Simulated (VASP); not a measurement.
## A VASP 6.6.1 single-point calculation on BeTe

INCAR

```
EDIFF = 1E-7
GGA = PE
NBANDS = 11
ISIF = 2
ENCUT = 450
LWAVE = .FALSE.
IVDW = 11
SIGMA = 0.02
NSW = 0
PREC = Accurate
ISMEAR = -1
LCHARG = .FALSE.
NELM = 120
IBRION = -1
LASPH = .TRUE.
LREAL = .FALSE.
```

KPOINTS

```
KPOINTS created by Atomic Simulation Environment
0
Gamma
2 2 2
0 0 0
```

POSCAR

```
Be Te
 1.0000000000000000
     0.0000000000000000    2.7154786804000000    2.9110173751000001
     2.7154786804000000    0.0000000000000000    2.9110173751000001
     2.7154786804000000    2.7154786804000000    0.0000000000000000
 Be  Te
   1   1
Cartesian
  0.0000000000000000  0.0000000000000000  0.0000000000000000
  1.3577393402000000  1.3577393402000000  1.4555086875500001
```

The recommended PBE PAW datasets give the neutral cell 8 valence electrons.

Command

```
mpirun -np 1 vasp_std
```

OSZICAR

```
N       E                     dE             d eps       ncg     rms          rms(c)
DAV:   1     0.173104937374E+02    0.17310E+02   -0.27434E+03    88   0.495E+02
DAV:   2    -0.515298500386E+01   -0.22463E+02   -0.21852E+02   124   0.900E+01
DAV:   3    -0.597397378656E+01   -0.82099E+00   -0.82035E+00   114   0.169E+01
DAV:   4    -0.598191524140E+01   -0.79415E-02   -0.79401E-02   111   0.191E+00
DAV:   5    -0.598205382334E+01   -0.13858E-03   -0.13858E-03   119   0.225E-01    0.397E+00
DAV:   6    -0.581691906158E+01    0.16513E+00   -0.13524E-01   106   0.161E+00    0.256E+00
DAV:   7    -0.576401174743E+01    0.52907E-01   -0.18084E-01   103   0.195E+00    0.654E-01
DAV:   8    -0.576809174962E+01   -0.40800E-02   -0.98912E-03   103   0.547E-01    0.168E-01
DAV:   9    -0.576882145599E+01   -0.72971E-03   -0.68027E-04    94   0.152E-01    0.261E-02
DAV:  10    -0.576890654049E+01   -0.85085E-04   -0.92274E-05   112   0.525E-02    0.239E-02
DAV:  11    -0.576891609570E+01   -0.95552E-05   -0.88060E-06   103   0.174E-02    0.477E-03
DAV:  12    -0.576891916891E+01   -0.30732E-05   -0.40739E-06   106   0.115E-02    0.961E-04
DAV:  13    -0.576891924019E+01   -0.71280E-07   -0.12157E-07   114   0.219E-03
   1 F= -.62188000E+01 E0= -.62188000E+01  d E =-.128161E-11
```

From OUTCAR

```
k-points           NKPTS =      4   k-points in BZ     NKDIM =      4   number of bands    NBANDS=     11

   NELECT =       8.0000    total number of electrons

   dimension x,y,z NGX =    28 NGY =   28 NGZ =   28
   dimension x,y,z NGXF=    56 NGYF=   56 NGZF=   56

  energy-cutoff  :      450.00
  volume of cell :       42.93
      direct lattice vectors                 reciprocal lattice vectors
     0.000000000  2.715478680  2.911017375    -0.184129599  0.184129599  0.171761256
     2.715478680  0.000000000  2.911017375     0.184129599 -0.184129599  0.171761256
     2.715478680  2.715478680  0.000000000     0.184129599  0.184129599 -0.171761256

 k-points in reciprocal lattice and weights: KPOINTS created by Atomic Simulation Env
   0.00000000  0.00000000  0.00000000       0.125
   0.50000000  0.00000000  0.00000000       0.500
   0.50000000  0.50000000  0.00000000       0.125
   0.50000000  0.00000000  0.50000000       0.250

 E-fermi :   6.4604

 k-point     1 :       0.0000    0.0000    0.0000
  band No.  band energies     occupation
      1      -6.7542      2.00000
      2       5.4912      2.00000
      3       5.9388      2.00000
      4       5.9388      2.00000
      5       9.2182      0.00000
      6       9.2182      0.00000
      7       9.3914      0.00000
      8       9.8714      0.00000
      9      14.1244      0.00000
     10      15.1985      0.00000
     11      16.0087      0.00000

 k-point     2 :       0.5000    0.0000    0.0000
  band No.  band energies     occupation
      1      -5.2676      2.00000
      2      -0.0769      2.00000
      3       4.2460      2.00000
      4       4.8961      2.00000
      5       8.6960      0.00000
      6      10.2624      0.00000
      7      10.4827      0.00000
      8      13.5649      0.00000
      9      16.6246      0.00000
     10      17.0937      0.00000
     11      17.8582      0.00000

 k-point     3 :       0.5000    0.5000    0.0000
  band No.  band energies     occupation
      1      -4.9299      2.00000
      2       0.1350      2.00000
      3       3.2910      2.00000
      4       3.2910      2.00000
      5       7.9418      0.00000
      6       8.6999      0.00000
      7      15.5979      0.00000
      8      15.5979      0.00000
      9      17.0759      0.00000
     10      19.0323      0.00000
     11      19.4796      0.00000

 k-point     4 :       0.5000    0.0000    0.5000
  band No.  band energies     occupation
      1      -4.6151      2.00000
      2       0.5283      2.00000
      3       2.7368      2.00000
      4       2.8608      2.00000
      5       7.4140      0.00000
      6       8.1197      0.00000
      7      15.3049      0.00000
      8      15.6420      0.00000
      9      17.3385      0.00000
     10      18.6544      0.00000
     11      19.2394      0.00000

  Total       3.30196     3.30196     1.85392     0.00000     0.00000     0.00000
  in kB     123.22964   123.22964    69.18839     0.00000     0.00000     0.00000
  external pressure =      105.22 kB  Pullay stress =        0.00 kB

 POSITION                                       TOTAL-FORCE (eV/Angst)
 -----------------------------------------------------------------------------------
      0.00000      0.00000      0.00000        -0.000000     -0.000000      0.000000
      1.35774      1.35774      1.45551         0.000000      0.000000      0.000000
 -----------------------------------------------------------------------------------
    total drift:                                0.000000      0.000000      0.000000

  FREE ENERGIE OF THE ION-ELECTRON SYSTEM (eV)
  ---------------------------------------------------
  free  energy   TOTEN  =        -6.2187999780 eV

  energy  without entropy=       -6.2187999780  energy(sigma->0) =       -6.21879998
```

It converged. Results: gap between bands v and c on the k mesh 1.48 eV; least direct gap on the k mesh 3.28 eV; pressure 10.5 GPa. Band v is the last that the valence electrons fill when counted band by band, and c is the next.

For comparison, a separate PBE run of the intended cell, on usual settings and not on those above, gives a gap of 1.57 eV on its mesh and a pressure of 3.7 GPa.

The run above took about 3.7 s on one core of a shared host (Intel Xeon Platinum 8488C) and held 0.15 GiB at most.
